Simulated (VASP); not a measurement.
Here is a VASP 6.6.1 calculation.

File INCAR:

```
PREC = Accurate
ENCUT = 600
EDIFF = 1E-7
ISMEAR = 0
SIGMA = 0.03
LREAL = F
LASPH = T
NELM = 80
ALGO = Normal
ISIF = 3
LWAVE = F
LCHARG = F
GGA = PS
IBRION = 2
NSW = 90
EDIFFG = -0.005
KPAR = 4
```

Contents of KPOINTS:

```
regular mesh
0
Gamma
  6 6 9
```

File POSCAR:

```
Ge3N4                                   
1.0
    8.0490140521      0.0000004504     -0.0000000000
   -4.0245074162      6.9706504194     -0.0000000000
    0.0000000000     -0.0000000000      3.0813075845
  Ge              N             
     6     8
Direct
     0.8304383902215861    0.2370248008839080    0.7500000000000000
     0.5934135893376777    0.8304383902215861    0.2500000000000000
     0.2370248008839080    0.4065864106623221    0.2500000000000000
     0.7629751991160919    0.5934135893376777    0.7500000000000000
     0.4065864106623221    0.1695616097784141    0.7500000000000000
     0.1695616097784141    0.7629751991160919    0.2500000000000000
     0.6666666699999979    0.3333333300000021    0.7500000000000000
     0.3333333300000021    0.6666666699999979    0.2500000000000000
     0.6695718268711723    0.9741182132066206    0.7500000000000000
     0.6954536136645518    0.6695718268711723    0.2500000000000000
     0.9741182132066206    0.3045463863354481    0.2500000000000000
     0.0258817867933794    0.6954536136645518    0.7500000000000000
     0.3304281731288276    0.0258817867933794    0.2500000000000000
     0.3045463863354481    0.3304281731288276    0.7500000000000000
```

Potentials or basis: VASP PAW PBE potentials, release 64 (Ge_d, N).

The run is started by

```bash
$ cat potpaw_PBE.64/Ge_d/POTCAR potpaw_PBE.64/N/POTCAR > POTCAR
$ mpirun -np 4 vasp_std > vasp.out
```

Question: Predict the space group after relaxing (to 0.05 Å).

Answer: P6_3/m (No. 176).

Question: Estimate the band gap on the k mesh.

Answer: 2.14 eV, direct.

Forces on the atoms (eV/Å):
```
Ge   0.001  0.001  0.000
Ge   0.000  0.001  0.000
Ge   0.001  0.000  0.000
Ge  -0.001  0.000  0.000
Ge   0.000 -0.001  0.000
Ge  -0.001 -0.001  0.000
N    0.000  0.000  0.000
N    0.000  0.000  0.000
N    0.004  0.003  0.000
N    0.000  0.005  0.000
N    0.004 -0.002  0.000
N   -0.004  0.002  0.000
N   -0.004 -0.003  0.000
N    0.000 -0.005  0.000
```

Caveat: the PAW data sets were made with another functional, which shifts forces and pressure a little; an odd mesh through Γ misses points on the zone boundary, where band edges often lie.
